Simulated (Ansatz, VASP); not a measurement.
One calculation of HfB3, two programs

```
Hf B
1.0
     3.38970    0.00000    0.00000
     0.00000    3.38970    0.00000
     0.00000    0.00000    3.38970
Hf B
1 3
Direct
  0.00000 0.00000 0.00000
  0.00000 0.50000 0.50000
  0.50000 0.00000 0.50000
  0.50000 0.50000 0.00000
```

Change from the starting cell: species swapped into the TiPd3 type (Pm-3m, No. 221).

Alike in both runs: functional PBE; k mesh 6 × 6 × 6; occupations gaussian, width 0.1 eV; no spin polarisation.

Ansatz relaxed the structure, and its values are those at the end. VASP's run is a single point on that final structure, the one shown.

|  | VASP | Ansatz |
| --- | --- | --- |
| version | VASP 6.6.1 | Ansatz 0.2.0 |
| potentials or method | VASP PAW PBE potentials, release 64 (Hf_pv, B) | scalar-relativistic, plane waves, PAW |
| plane-wave cutoff (eV) | 520 | 420 |
| valence electrons in the cell | 19 | 35 |

|  | VASP | Ansatz | Ansatz less VASP |
| --- | --- | --- | --- |
| gap on the k mesh at the Fermi level (eV) | none | none | - |
| pressure (GPa) | 0.9 | -0.1 | -0.97 |

A gap of «none» marks a metal or a gap that the smearing closes. The two sets of potentials don't hold the same shells in valence.

The runs have no spin-orbit coupling, so splittings on Hf are missing.
